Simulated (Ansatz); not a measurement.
Wanted: the native input for an Ansatz 0.2.0 run.

- Task: single point
- Functional: PBE
- Potentials or basis: Ansatz PAW
- Cutoff: 420 eV (not typed: the program's choice for these potentials)
- k mesh: 5 × 5 × 5
- Occupations: gaussian, width 0.05 eV
- Spin: collinear spin, ferromagnetic start
- Starting moments: [0.5, 0.0] μB
- Hubbard terms: Pt d U = 4 eV
- Hubbard projectors: ortho-atomic (the default)
- Double counting: fll (the default)

Crystal: PtSe.

```
CELL_PARAMETERS angstrom
0.00000 3.03745 3.03745
3.03745 0.00000 3.03745
3.03745 3.03745 0.00000
ATOMIC_POSITIONS crystal
Pt 0.00000 0.00000 0.00000
Se 0.25000 0.25000 0.25000
```

The cell comes from a database or a generator and needn't be the stable form of this composition.

These files were run (other wordings do the same):

input.yaml

```yaml
crystal:
  lattice:
    - [0.0, 3.03744723, 3.03744723]
    - [3.03744723, 0.0, 3.03744723]
    - [3.03744723, 3.03744723, 0.0]
  atoms:
    - { symbol: Pt, position: [0.0, 0.0, 0.0], spin: 0.5 }
    - { symbol: Se, position: [0.25, 0.25, 0.25] }
hamiltonian:
  xc: pbe
  pseudopotentials: { kind: paw }
  hubbard: { sites: [{ species: Pt, l: d, u_eff: 4.0 }] }
magnetization:
  spin_polarized: true
kpoints:
  mp_grid: { grid: [5, 5, 5] }
scf:
  occupations: { method: gaussian, width: 0.05 }
output:
  forces: true
  stress: true
  eigenvalues: true
```

Potentials or basis: Ansatz PAW.

Run with:

```sh
$ ansatz run input.yaml --threads 2 --pin off --max-ram 5632MiB --backend cpu --events-out ev --progress --plain --runs-dir out
```

It gave:

```yaml
Pressure: -10.5 GPa
Band_gap_on_the_k_mesh: none (metal or under the smearing width)
Net_moment: 0.10 μB per cell
Absolute_moment: 0.10 μB per cell
Site_moments: Pt +0.05; Se +0.02 μB
```

Caveat: the magnetic or orbital state may not be the lowest.

Wall time 4.6 s on 2 threads of Arm Neoverse V1, with other jobs on the host, peak memory 0.34 GiB.
